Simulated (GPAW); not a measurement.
Consider CuI (Cmcm).

```xyz
4
Lattice="3.7332 -3.7111 0.0000 3.7332 3.7111 0.0000 0.0000 0.0000 4.3070" Properties=species:S:1:pos:R:3 pbc="T T T"
I     3.7332    2.0043    1.0767
I     3.7332   -2.0043    3.2302
Cu    3.7332   -0.5905    1.0767
Cu    3.7332    0.5905    3.2302
```

Absorber: atom 3, with 2 Cu at 2.46 Å, 2 I at 2.58 Å and 1 I at 2.59 Å (5-fold, site symmetry m2m). Method: GPAW, LDA, full core hole (charged cell), 8-atom cell with 6.8 Å between holes, 3×3×3 k points, dipole transitions, Gaussian full width 1.55 eV up to 4 eV, rising linearly to 3.5 eV at 25 eV.

Question: What does the Cu K edge look like?

Main maxima up to 30 eV above the zero (height): 3.8 eV (1.33), 7.2 eV (1.13), 10.4 eV (1.16), 16.6 eV (1.02), 22.6 eV (1.08) and 29.8 eV (1.02). A K edge sees empty p states on the absorber. The total-energy difference plus the lowest empty eigenvalue puts the zero at 8991.98 eV. One term is added: -29.79 eV, since the hole is spin-paired here and a spin-polarised one costs that much less in the free atom (computed apart). The photon energy is then 8962.19 eV. The tabulated edge of the element is 8979 eV. The functional and the charged cell's background leave an error in such absolute values: in the free atom LDA prices this hole 18.3 eV below PBE (computed apart), and PBE is itself good to a few eV.

The Cu K spectrum (energy from the lowest empty level; intensity scaled to a mean of 1 over the first 20 eV; polarised curves are means over the symmetry-equivalent atoms):

| E (eV) | isotropic | ε ∥ x | ε ∥ y | ε ∥ z |
| --- | --- | --- | --- | --- |
| -2.00 | 0.00 | 0.00 | 0.00 | 0.00 |
| -1.25 | 0.00 | 0.00 | 0.00 | 0.00 |
| -0.50 | 0.01 | 0.02 | 0.00 | 0.00 |
| 0.25 | 0.09 | 0.20 | 0.04 | 0.04 |
| 1.00 | 0.49 | 1.09 | 0.15 | 0.23 |
| 1.75 | 1.09 | 2.42 | 0.35 | 0.51 |
| 2.50 | 1.26 | 2.46 | 0.62 | 0.70 |
| 3.25 | 1.27 | 1.63 | 1.05 | 1.14 |
| 4.00 | 1.32 | 1.01 | 1.48 | 1.47 |
| 4.75 | 1.08 | 0.70 | 1.48 | 1.05 |
| 5.50 | 0.90 | 0.64 | 1.30 | 0.76 |
| 6.25 | 0.98 | 0.74 | 1.41 | 0.79 |
| 7.00 | 1.12 | 0.97 | 1.47 | 0.91 |
| 7.75 | 1.09 | 1.03 | 1.24 | 1.00 |
| 8.50 | 1.01 | 0.97 | 1.01 | 1.03 |
| 9.25 | 1.04 | 0.98 | 1.00 | 1.14 |
| 10.00 | 1.14 | 0.99 | 1.10 | 1.34 |
| 10.75 | 1.15 | 1.00 | 1.09 | 1.36 |
| 11.50 | 1.06 | 1.04 | 0.95 | 1.19 |
| 12.25 | 0.97 | 1.02 | 0.86 | 1.02 |
| 13.00 | 0.95 | 0.94 | 0.92 | 0.99 |
| 13.75 | 0.97 | 0.88 | 1.02 | 1.02 |
| 14.50 | 0.98 | 0.85 | 1.08 | 1.02 |
| 15.25 | 1.00 | 0.90 | 1.09 | 1.00 |
| 16.00 | 1.02 | 1.00 | 1.07 | 0.98 |
| 16.75 | 1.02 | 1.10 | 1.02 | 0.95 |
| 17.50 | 1.00 | 1.12 | 0.94 | 0.95 |
| 18.25 | 0.95 | 1.06 | 0.85 | 0.95 |
| 19.00 | 0.88 | 0.93 | 0.77 | 0.95 |
| 19.75 | 0.83 | 0.82 | 0.74 | 0.93 |
| 20.50 | 0.85 | 0.82 | 0.78 | 0.96 |
| 21.25 | 0.94 | 0.91 | 0.87 | 1.04 |
| 22.00 | 1.04 | 1.02 | 0.98 | 1.12 |
| 22.75 | 1.08 | 1.08 | 1.03 | 1.12 |
| 23.50 | 1.02 | 1.04 | 1.00 | 1.03 |
| 24.25 | 0.91 | 0.94 | 0.91 | 0.89 |
| 25.00 | 0.81 | 0.82 | 0.82 | 0.78 |
| 25.75 | 0.75 | 0.74 | 0.76 | 0.74 |
| 26.50 | 0.75 | 0.72 | 0.76 | 0.77 |
| 27.25 | 0.81 | 0.76 | 0.81 | 0.84 |
| 28.00 | 0.89 | 0.86 | 0.90 | 0.92 |
| 28.75 | 0.97 | 0.96 | 0.99 | 0.97 |
| 29.50 | 1.01 | 1.03 | 1.04 | 0.97 |
| 30.25 | 1.00 | 1.05 | 1.02 | 0.93 |
| 31.00 | 0.95 | 1.02 | 0.94 | 0.87 |
| 31.75 | 0.88 | 0.98 | 0.84 | 0.82 |

The script folds with a Gaussian, whereas the core hole's own line is a Lorentzian, so the onset is too steep and the first peak too high. The mesh is coarse (0.40 Å⁻¹ between points), so small maxima may be mesh ripples. The structure is a computed Materials Project entry and may be a hypothetical form.

[Banner, clock and machine lines of the logs are left out without a mark of their own.]

[Logs are printed without paths, hosts, clocks, repeated set-up lines and the standing remarks that a program may print on its own settings, such as how far it seeks lower states.]

[Hosts, paths, dates, database ids (printed as entryN), source tags and the programs' standing remarks are cut or masked in the printed files.]

[Lists of maxima count a maximum above −3 eV only where it reaches 4 % of the highest in the window and stands out from its surroundings by 2 % of it (1.5 % where it reaches 55 %); shoulders and weaker maxima are passed over, and of the rest the first, up to two pre-edge ones and the few strongest are named.]
